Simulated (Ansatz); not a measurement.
HfC:

```
Hf C
1.0
    -1.39667    2.49718    1.84734
     1.39667   -2.49718    1.84734
     1.39667    2.49718   -1.84734
Hf C
1 1
Direct
  0.98471 0.98471 0.00000
  0.67945 0.17945 0.50000
```

The cell was built by a generator and needn't be a form met in nature.

A run of Ansatz 0.2.0 on this cell left the log below. Logs are shortened: lines on timing, memory, paths and dates and some standing lists are left out, and cuts for length are marked.

```text
Warning: RAYON_NUM_THREADS=2 ignored (pool sized by the plan → 2); use --threads N
Engine: ansatz 0.2.0, x86_64-unknown-linux-gnu
Pseudopotentials: kind: paw
Pseudopotential: Hf, paw, valence charge 26, recommended cutoff 420 eV (normal), Hf.paw.azcp
Pseudopotential: C, paw, valence charge 4, recommended cutoff 420 eV (normal), C.paw.azcp
Functional definition: PBE
  parameter kappa = 0.804
  parameter beta = 0.06672455060314922
  exchange = pbe_x(kappa = kappa, mu = beta*pi^2/3)
  correlation = pbe_c(beta = beta)
Crystal: 2 atoms, lattice volume = 25.772 Å³
Basis set: ecut = 420 eV, 515 PW (Γ), exchange–correlation on 48×48×48 points (8 copies of the dense FFT grid, shifted against one another)
Bands: 19, of which v1, the nominal top of the filled ones, is band 15 counted from 1 (14 counted from 0)
Symmetry: 4 space group operations
Space group: Imm2 (ITA 44), of the structure as read, at distance tolerance 3.0e-5 Å
k-points: 280 of 1728 (time reversal used)
Non-local potential: Hf, projectors of the file, l = 0: 3, l = 1: 2, l = 2: 2, l = 3: 3
Non-local potential: C, projectors of the file, l = 0: 2, l = 1: 2, l = 2: 1
PAW form: soft (Blöchl's): semilocal exchange-correlation on the pseudo side does not see the compensation charge
PAW one-centre angular grid: Hf, 590 points (default); XC on 64 Gauss nodes
PAW one-centre angular grid: C, 110 points (default); XC on 64 Gauss nodes
Initial density: superposition of atomic densities (neutral atoms: chi_scale 0, normalization atom), corrected by the library's trained network
Initial wavefunctions: pseudopotential atomic-orbital guess
Functional: x = pbe(κ = 0.804, μ = 0.2195149727645171), c = pbe(β = 0.06672455060314922)
SCF iter   1: F=—  HF=-15969.772542 eV  |F-HF|=—  |Δ(HF+E_count)|=         —  Δρ=1.03e-2  dr2=2.22e-2  ethr=1.77e-3  ⟨swp⟩=5.5  Hψ=23214  notcnv=0
preconditioner: auto → none  [insulator: Δε(μ)=0.450 eV  Ē_g=17.786 eV  σ=0.025 eV  W_gap=1.00  n_scr=10 (ndim 8)  ℏωp=38.7 eV  f_vac=0.000  D(μ)=0.00/eV (n_scr^D=0)  ε∞_Penn≈5.7]
SCF iter   2: F=—  HF=-15969.766896 eV  |F-HF|=—  |Δ(HF+E_count)|=   5.65e-3  Δρ=4.02e-3  dr2=2.56e-3  ethr=7.40e-5  ⟨swp⟩=2.0  Hψ=9772  notcnv=0
SCF iter   3: F=—  HF=-15969.766810 eV  |F-HF|=—  |Δ(HF+E_count)|=   8.68e-5  Δρ=6.59e-4  dr2=3.39e-5  ethr=8.53e-6  ⟨swp⟩=2.2  Hψ=9834  notcnv=0
SCF iter   4: F=—  HF=-15969.766858 eV  |F-HF|=—  |Δ(HF+E_count)|=   4.87e-5  Δρ=1.14e-4  dr2=2.13e-6  ethr=1.13e-7  ⟨swp⟩=2.0  Hψ=9266  notcnv=0
SCF iter   5: F=—  HF=-15969.766859 eV  |F-HF|=—  |Δ(HF+E_count)|=   4.80e-7  Δρ=3.41e-5  dr2=1.74e-7  ethr=7.11e-9  ⟨swp⟩=2.0  Hψ=9520  notcnv=0
SCF iter   6: F=-15969.766859 eV  HF=-15969.766859 eV  |F-HF|=2.09e-8  |Δ(HF+E_count)|=   3.02e-8  Δρ=9.66e-6  dr2=1.21e-8  ethr=3.33e-10  ⟨swp⟩=9.1  Hψ=41194  notcnv=0
SCF 1 converged in 6 iterations: F = -15969.766859 eV  dr2 = 1.21e-8
  Residual-converged pass: ⟨swp⟩=1.0  Hψ=6441  notcnv=0  max |occ|·‖R‖ = 7.0e-9 eV (tolerance 1.0e-8 eV)  dr2=1.21e-8  dr2_onsite=2.13e-8  max |Δocc| = 4.9e-38
  greatest PAW one-centre occupation: 0.998 electrons in one spin orbital (limit 2), on the Hf atom at site 0 (counted from 0), in its partial waves of l = 0
SCF converged after 6 iterations
Free energy (F): -15969.766859 eV
Harris-Foulkes:  -15969.766859 eV  (|F-HF|=2.09e-8)
Internal energy: -15969.766859 eV  (E = F + TS)
E sigma→0 (E₀):  -15969.766859 eV
Fermi energy:    19.841989 eV
--- Per-component energies (eV) ---
  E_band       = 97.074104
  E_kinetic    = 531.906992
  E_local      = -5358.166758  (includes V_loc(G=0)·N_el)
  E_nonlocal   = -1212.166735
  E_hartree    = 2532.178462
  E_xc         = -353.910284
  E_vxc        = -333.287784  (∫ρ·V_xc dr)
  E_paw        = -7032.267756  (= ΣΔE_a)
  E_vpaw       = 1404.425186  (= ΣTr[D̂ρ^β])
  E_aug_tail   = 0.000005  (compensation charges beyond the density's cutoff)
  E_ewald      = -5077.340785
  E_smearing   = -0.000000  (= −TS)
  E_closure    = 0.000000  (closes the sum)
  Σ components = -15969.766859   (vs F -15969.766859, Δ=0.00e0)
--- Forces (eV/Å), atoms counted from 1 ---
  atom   1  Hf     0.00000000     0.00000000    11.48437559
  atom   2  C      0.00000000     0.00000000   -11.48423765
  max |Σ_I F_I| component: 1.38e-4 eV/Å
--- Stress (GPa, compression-positive) ---
      167.103566       0.000000       0.000000
        0.000000     -23.746532       0.000000
        0.000000       0.000000      56.879470
  P = ⅓ Tr σ = 66.7455 GPa (667.455 kbar)
--- Band table (eV; the first three rows and the last of 280) ---
  k-point 0: bands = ["-41.4143", "-10.3132", "-10.0886", "-9.7850", "7.4984", "8.6686", "8.7217", "8.7381", "8.7875", "8.8161", "8.8735", "8.9351", "15.4690", "16.4917", "18.3544", "21.5897", "23.4701", "24.7292", "26.0093"]
  k-point 1: bands = ["-41.4055", "-10.3134", "-10.0933", "-9.9083", "7.6819", "8.6745", "8.7204", "8.7406", "8.7871", "8.8113", "8.8587", "8.9961", "15.6217", "16.5788", "18.1474", "21.4441", "22.6374", "25.0923", "26.2526"]
  k-point 2: bands = ["-41.3812", "-10.3702", "-10.1922", "-10.0890", "8.0926", "8.6893", "8.7187", "8.7485", "8.7826", "8.8017", "8.8235", "9.2492", "15.6659", "16.8901", "18.0146", "21.1444", "21.4573", "24.4721", "26.5632"]
  k-point 279: bands = ["-41.3795", "-10.5742", "-10.5477", "-9.8797", "8.3377", "8.7208", "8.7486", "8.7526", "8.7791", "8.7826", "8.8432", "9.9300", "14.5158", "16.3285", "18.8271", "22.8323", "25.2711", "26.3518", "26.5253"]
```

**Question.** Write the input and the command behind it.

**Answer.** Single point with PBE, no spin polarisation. The files as run (others can give the same):

input.yaml
```yaml
crystal:
  lattice:
    - [-1.39667323, 2.49718051, 1.84733673]
    - [1.39667323, -2.49718051, 1.84733673]
    - [1.39667323, 2.49718051, -1.84733673]
  atoms:
    - { symbol: Hf, position: [0.98471183, 0.98471183, 0.0] }
    - { symbol: C, position: [0.67945483, 0.17945483, 0.5] }
hamiltonian:
  xc: pbe
  pseudopotentials: { kind: paw }
kpoints:
  mp_grid: { grid: [12, 12, 12] }
scf:
  occupations: { method: gaussian, width: 0.025 }
output:
  forces: true
  stress: true
  eigenvalues: true
  write_density: true
  write_potential: true
  elf: true
  volumetric_format: npy
```

Potentials or basis: Ansatz PAW.
The run is started by
```bash
$ ansatz run input.yaml --threads 2 --pin off --max-ram 5632MiB --backend cpu --events-out ev --progress --plain --runs-dir out
```

Caveat: a pressure of tens of GPa on the cell as given is suspect, and the run, the potentials or the cell itself is likely at fault; the pressure holds a Pulay correction of +0.4 GPa for the finite cutoff; spin-orbit coupling is left out, which moves the levels of the heavy elements; forces of over 1 eV/Å show positions far from the minimum, so gaps and moduli don't describe the material at rest.
